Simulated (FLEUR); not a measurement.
## MnO: single point with PBEsol

The system is MnO.

```
Mn O
1.0
     0.00000    2.22391    2.22391
     2.22391    0.00000    2.22391
     2.22391    2.22391    0.00000
Mn O
1 1
Direct
  0.00000 0.00000 0.00000
  0.50000 0.50000 0.50000
```

The cell is a database's computed one.

```
Program                  : FLEUR MaX-R8.1 (later development tree)
Task                     : single point
Functional               : PBEsol
Potentials or basis      : all-electron
Basis                    : FLAPW
Kmax                     : 4.58 1/bohr
k mesh                   : 10 × 10 × 10
Occupations              : fermi-dirac, width 0.05 eV
Spin                     : collinear spin, ferromagnetic start
Starting moments         : [4.0, 0.0] μB
Gmax                     : 14.2 1/bohr
Muffin-tin radii         : Mn 2.14, O 1.64 bohr
lmax                     : Mn 9, O 8
lnonsphr                 : Mn 9, O 8
Local orbitals a species : Mn 5, O 3
Max iterations           : 60
Mixing factor            : 0.05
Mixer                    : Anderson
Mixer history            : 15
Density convergence      : 1e-05 me/bohr^3
```

```
Band gap on the k mesh                                : none (metal or under the smearing width)
Net moment                                            : 4.77 μB per cell
Site moments                                          : Mn +4.23; O +0.21 μB
Valence electrons inside the program's atomic spheres : Mn 13.08; O 5.22 (radii Mn 2.14, O 1.64 bohr)
```

Levels at points of the mesh, in eV from the Fermi level:
Spin up:
| k point | band 9 | band 10 | band 11 | band 12 | band 13 | band 14 | band 15 | band 16 | band 17 |
| --- | --- | --- | --- | --- | --- | --- | --- | --- | --- |
| (0.00, 0.00, 0.00) | -3.21 | -3.21 | -3.21 | -2.68 | -2.68 | -0.65 | 13.73 | 16.04 | 16.04 |
| (0.00, 0.00, 0.50) | -2.29 | -2.29 | -1.86 | 0.22 | 0.22 | 3.29 | 7.62 | 11.65 | 11.65 |
| (0.00, 0.50, 0.50) | -4.24 | -2.24 | -2.01 | -2.01 | -1.89 | 4.86 | 7.67 | 10.21 | 13.46 |
Spin down:
| k point | band 6 | band 7 | band 8 | band 9 | band 10 | band 11 |
| --- | --- | --- | --- | --- | --- | --- |
| (0.00, 0.00, 0.00) | -3.38 | -3.38 | -3.38 | 0.66 | 0.71 | 0.71 |
| (0.00, 0.00, 0.50) | -7.44 | -4.87 | -4.87 | 1.91 | 1.96 | 1.96 |
| (0.00, 0.50, 0.50) | -6.47 | -4.36 | -4.36 | -0.90 | 1.95 | 2.15 |

Core levels (eV from the Fermi level):
| atom | levels |
| --- | --- |
| 1 Mn | 1s1/2 -6414.6, 2s1/2 -736.8, 2p1/2 -630.2, 2p3/2 -619.8 |
| 2 O | 1s1/2 -505.4 |

Run time: 2.8 min on 1 thread of Arm Neoverse V1 (shared host), peak memory 0.07 GiB.

Caveat: a cell with one magnetic atom can't hold antiferromagnetic order, which such compounds often take; semilocal functionals often make such compounds metallic where correlation or magnetic order opens a gap, which also shifts bond lengths. With open d or f shells a metallic result of PBEsol can be an artefact of self-interaction; +U or a hybrid may open a gap.
